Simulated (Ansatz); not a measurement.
# What DFT gives for TiPbO$_{3}$

```
Pb Ti O
1.0
     3.97546    3.97546    0.00000
     0.00000    3.97546    4.05492
     3.97546    0.00000    4.05492
Pb Ti O
2 2 6
Direct
  0.00000 0.00000 0.00000
  0.50000 0.50000 0.50000
  0.23850 0.26150 0.26150
  0.73850 0.76150 0.76150
  0.46700 0.03300 0.03300
  0.96700 0.53300 0.53300
  0.46650 0.53350 0.03350
  0.96650 0.03350 0.53350
  0.46650 0.03350 0.53350
  0.96650 0.53350 0.03350
```

Method: r2SCAN, with U_eff = 4.15 eV on Ti d (all-electron-ortho-atomic projectors), collinear spin; PAW, plane waves to 500 eV, 5×5×5 Γ-centred mesh, gaussian occupations (width 0.128 eV) (Ansatz 0.2.0), atoms fixed.

The state carries no moments; the state need not be the lowest.

(1) Is the cell too large or too small?

(2) Give the Bader charges.

(3) What do density and ELF say about some of the short contacts?

(4) Is there a gap, and of what kind?

(5) Where is the largest force?

(6) What is the character of the valence top and the conduction bottom?

Origin: a database entry at a rescaled volume. Caveats: the input typed no starting moments; no spin-orbit coupling, which can shift this gap by tenths of an eV; the mesh misses a band edge that the path finds.

Answers

(1) The pressure is -5.0 GPa (compression positive), so with the atoms held at these fractions the cell would first shrink.

(2) Bader charges in e: Ti +2.46, Pb +1.43, O -1.30. In the mean Ti gives up most and O takes most.

(3) Ti–O at 1.85 Å: least valence density 0.94 e/Å³ and ELF 0.26 there. Pb–O at 2.65 Å: least valence density 0.22 e/Å³ and ELF 0.12 there, a closed-shell (ionic or weak) contact. These are pseudo-fields; inside the PAW spheres they differ from the all-electron ones.

(4) The gap is 2.65 eV, indirect or between spins (the least direct gap found is 2.78 eV).

(5) The largest is on Pb2 (and as large on other atoms): 0.31 eV/Å, components (0.00, 0.00, -0.31). It makes 49° with the line to a nearest neighbour, O7 at 2.65 Å.

(6) Within 0.7 eV of the edges, the states project mainly on O p (87 %) below the gap and on Ti d (87 %) above it.
